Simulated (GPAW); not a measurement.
Set up this calculation in GPAW 26.7.0, as an ASE script.

| Item | Value |
| --- | --- |
| Task | band structure |
| Functional | PBE |
| Potentials or basis | GPAW PAW data sets (gpaw-data 1.2.1) |
| Cutoff | 600 eV |
| Basis | pw |
| k mesh | 7 × 7 × 4 |
| Occupations | fermi-dirac, width 0.05 eV |
| Spin | spin-orbit coupling, no magnetisation |
| Maxiter | 150 |
| Band path | GMKGALHA,LM,KH |
| Band points | 100 |
| spin axis theta (degrees) | 0 |
| spin axis phi (degrees) | 0 |
| Soc after scf | second variation |

The structure of Zr lies in Zr.xyz:

```xyz
2
Lattice="3.2320000000 0.0000000000 0.0000000000 -1.6160000000 2.7989941050 0.0000000000 0.0000000000 0.0000000000 5.1470000000" Properties=species:S:1:pos:R:3 pbc="T T T"
Zr     1.6160000002      0.9329980349      3.8602500000
Zr    -0.0000000002      1.8659960701      1.2867500000
```

These files were run (other wordings do the same):

run.py

```python
import numpy as np
from ase.dft.bandgap import bandgap
from ase.io import read, write
from ase.units import GPa
from gpaw import GPAW, PW
from gpaw.spinorbit import soc_eigenstates

atoms = read('Zr.xyz')

calc = GPAW(mode=PW(600),
            xc='PBE',
            kpts={'size': (7, 7, 4), 'gamma': True},
            occupations={'name': 'fermi-dirac', 'width': 0.05},
            nbands=24,
            convergence={'density': 1e-05, 'energy': 1e-05},
            maxiter=150,
            txt='gpaw.txt')
atoms.calc = calc
energy = atoms.get_potential_energy()
forces = atoms.get_forces()
stress = atoms.get_stress()
calc.write('gs.gpw')
write('result.traj', atoms)
print(f'Energy: {energy:.6f} eV')
print('Forces (eV/A):')
print(forces.round(4))
print('Stress (GPa):', (stress / GPa).round(3))
print('Fermi level:', round(calc.get_fermi_level(), 4), 'eV')
print(f'Gap: {bandgap(calc)[0]:.4f} eV, direct: {bandgap(calc, direct=True)[0]:.4f} eV')

path = atoms.cell.bandpath('GMKGALHA,LM,KH', npoints=100, eps=1e-4)
bs_calc = calc.fixed_density(kpts=path, symmetry='off', nbands=36,
                             convergence={'bands': 'CBM+6.0', 'eigenstates': 1e-6}, txt='bands.txt')
bs = bs_calc.band_structure()
bs.write('bs.json')
print(f'Gap on the path: {bandgap(bs_calc)[0]:.4f} eV')

soc = soc_eigenstates(bs_calc, theta=0, phi=0)
np.savetxt('soc_bands.dat', soc.eigenvalues(), fmt='%.4f')
mesh = soc_eigenstates('gs.gpw', theta=0, phi=0)
np.savetxt('soc_mesh.dat', mesh.eigenvalues(), fmt='%.4f')
print('Fermi level with spin-orbit coupling:', round(mesh.fermi_level, 4), 'eV')
```

Potentials or basis: GPAW PAW data sets (gpaw-data 1.2.1), pw.

The run is started by

```sh
$ OMP_NUM_THREADS=1 python run.py
```

It gave:

```yaml
Pressure: 0.2 GPa
Band_gap_along_the_path: none (metal or under the smearing width)
```

Caveat: spin-orbit coupling was added after a scalar SCF, so levels and gaps hold it while energy, forces, pressure and moments don't; this program's spin-orbit splittings come out too wide for heavy elements.

It took 38 s on 1 thread of AMD EPYC 7B13 (Zen 3) (shared host), peak memory 0.33 GiB.
